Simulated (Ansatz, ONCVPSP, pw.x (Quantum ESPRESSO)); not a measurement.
What a changed setting does to a pw.x run (fcc Mo)

Potential: optimised norm-conserving Vanderbilt (ONCV), ONCVPSP 4.0.1.1 (patched build), PBE; core [Ar] 3d10, reference 4s2 4p6 4d5 5s1; waves: 4s+5s: rc 1.70 bohr, ncon 4, nbas 8, qcut 6.5 1/bohr, 2 projectors; 4p: rc 1.65 bohr, ncon 3, nbas 7, qcut 8.2 1/bohr, 2 projectors, debl 1 Ha; 4d: rc 1.75 bohr, ncon 4, nbas 7, qcut 9.2 1/bohr, 1 projector; local part: polynomial inside 1.50 bohr (lpopt 5, dvloc0 1 Ha); core correction: none. In the p channel the program set the typed energies aside and used -1.414, 0.250 Ha.

The reference run (k-mesh 14³, cutoffs 65/260 Ry, Fermi–Dirac 0.01 Ry, mixing_beta 0.4, conv_thr 1e-9, no spin) gives 0.99 GPa at 16.027 Å³/atom, where all-electron LAPW gives 0.44 GPa. This run, with its own iteration cap, changes degauss to 0.02.

```
&control
  calculation='scf', prefix='x', pseudo_dir='./', outdir='./tmp', tstress=.true., disk_io='none'
/
&system
  ibrav=0, nat=1, ntyp=1, ecutwfc=65, ecutrho=260, nbnd=15,
  occupations='smearing', smearing='fd', degauss=0.02
/
&electrons
  conv_thr=1e-09, mixing_beta=0.4, electron_maxstep=60
/
ATOMIC_SPECIES
Mo 1.0 Mo.UPF
CELL_PARAMETERS angstrom
  0.00000000 2.00112437 2.00112437
  2.00112437 0.00000000 2.00112437
  2.00112437 2.00112437 0.00000000
ATOMIC_POSITIONS crystal
Mo 0.0000 0.0000 0.0000
K_POINTS automatic
14 14 14 0 0 0
```

```bash
pw.x < Mo.scf.in > Mo.scf.out
```

Task: How does the run end?

Result: It converges in 8 iterations; the free energy moves by -117.7 meV/atom and the pressure by +1.52 GPa. In a metal, with Fermi–Dirac smearing, F lies below its zero-width value by a term in the square of the width.

```
Message from routine setup:
     using ibrav=0 with symmetry is DISCOURAGED, use correct ibrav instead
     lattice parameter (alat)  =       5.3480  a.u.
     unit-cell volume          =     108.1556 (a.u.)^3
     number of electrons       =        14.00
     number of Kohn-Sham states=           15
     kinetic-energy cutoff     =      65.0000  Ry
     charge density cutoff     =     260.0000  Ry
     scf convergence threshold =      1.0E-09
     Exchange-correlation= PBE
     number of k points=   104  Fermi-Dirac smearing, width (Ry)=  0.0200
     iteration #  1     ecut=    65.00 Ry     beta= 0.40
     total energy              =    -137.08570231 Ry
     estimated scf accuracy    <       0.11672510 Ry
     iteration #  2     ecut=    65.00 Ry     beta= 0.40
     total energy              =    -137.09352498 Ry
     estimated scf accuracy    <       0.01018922 Ry
     iteration #  3     ecut=    65.00 Ry     beta= 0.40
     total energy              =    -137.09466412 Ry
     estimated scf accuracy    <       0.00088381 Ry
     [... 2 iterations left out ...]
     iteration #  6     ecut=    65.00 Ry     beta= 0.40
     total energy              =    -137.09470604 Ry
     estimated scf accuracy    <       0.00000002 Ry
     iteration #  7     ecut=    65.00 Ry     beta= 0.40
     total energy              =    -137.09470603 Ry
     estimated scf accuracy    <       0.00000001 Ry
     iteration #  8     ecut=    65.00 Ry     beta= 0.40
     the Fermi energy is    20.3138 ev
!    total energy              =    -137.09470604 Ry
     estimated scf accuracy    <          1.4E-10 Ry
     smearing contrib. (-TS)   =      -0.02283905 Ry
     The total energy is F=E-TS. E is the sum of the following terms:
     one-electron contribution =     -21.25289557 Ry
     hartree contribution      =      18.71027817 Ry
     xc contribution           =     -15.71202513 Ry
     ewald contribution        =    -118.81722445 Ry
     convergence has been achieved in   8 iterations
          total   stress  (Ry/bohr**3)                   (kbar)     P=       25.03
     Message from routine punch:
     Nothing written, as per user request (disk_io='none')
```

The run took about 19 s on one core of a shared host (Neoverse-V1, 32 threads, 126 GiB, load 14).
